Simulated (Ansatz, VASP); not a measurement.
## Ir in VASP and in Ansatz

```
Ir
1.0
     2.75991    0.00000    0.00000
    -1.37996    2.39015    0.00000
     0.00000    0.00000    4.47534
Ir
2
Direct
  0.33333 0.66667 0.25000
  0.66667 0.33333 0.75000
```

Alike in both runs: functional RPBE; k mesh 13 × 13 × 7; occupations fermi-dirac, width 0.1 eV; no spin polarisation.

Ansatz relaxed the structure, and its values are those at the end. VASP's run is a single point on that final structure, the one shown.

|  | VASP | Ansatz |
| --- | --- | --- |
| version | VASP 6.6.1 | Ansatz 0.2.0 |
| potentials or method | VASP PAW PBE potentials, release 64 (Ir) | plane waves (420 eV) with PAW, scalar-relativistic |
| plane-wave cutoff (eV) | 520 | 420 |
| valence electrons in the cell | 18 | 34 |

```csv
,VASP,Ansatz,Ansatz less VASP
pressure (GPa),0.3,0.0,-0.34
```

The two sets of potentials don't hold the same shells in valence.

Caveats: the PAW data sets were made with another functional, which shifts forces and pressure a little (VASP). Spin-orbit coupling is left out, which matters for the levels of Ir.
